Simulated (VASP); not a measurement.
Crystal: TiSe.

```
CELL_PARAMETERS angstrom
0.00000 3.10300 3.10300
3.10300 0.00000 3.10300
3.10300 3.10300 0.00000
ATOMIC_POSITIONS crystal
Ti 0.00000 0.00000 0.00000
Se 0.25000 0.25000 0.25000
```

The cell comes from a database or a generator and needn't be the stable form of this composition.

- Program: VASP 6.6.1
- Task: relaxation of cell and atoms
- Functional: r2SCAN
- Dispersion: D4
- Potentials or basis: VASP PAW PBE potentials, release 64 (Ti_sv, Se)
- Cutoff: 600 eV
- k mesh: 8 × 8 × 8
- Occupations: gaussian, width 0.05 eV
- Spin: no spin polarisation

At the start: pressure -11.7 GPa; volume 29.88 Å³/atom.

Q: Where does the relaxation end?

A: Over 3 steps the energy falls by 304.4 meV/atom and the volume is 23.24 Å³/atom (-22.2 %); space group F-43m (No. 216, to 0.05 Å).

The path:
| step | energy change (eV) | largest force (eV/Å) | pressure (GPa) | volume (Å³) |
| --- | --- | --- | --- | --- |
| 1 | 0.0000 | 0.0000 | -11.69 | 59.76 |
| 2 | -0.5240 | 0.0000 | 7.95 | 42.81 |
| 3 | -0.6088 | 0.0000 | 0.01 | 46.49 |

Final structure:
```
Ti Se
1.0
     0.00000    2.85391    2.85391
     2.85391    0.00000    2.85391
     2.85391    2.85391    0.00000
Ti Se
1 1
Cartesian
  0.0000 0.0000 0.0000
  1.4270 1.4270 1.4270
```

Caveat: the volume moved by over 15 % at a fixed basis, so the end points are rough; the PAW data sets were made with another functional, which shifts forces and pressure a little; pairwise dispersion overbinds metals, which lowers pressure and volume.
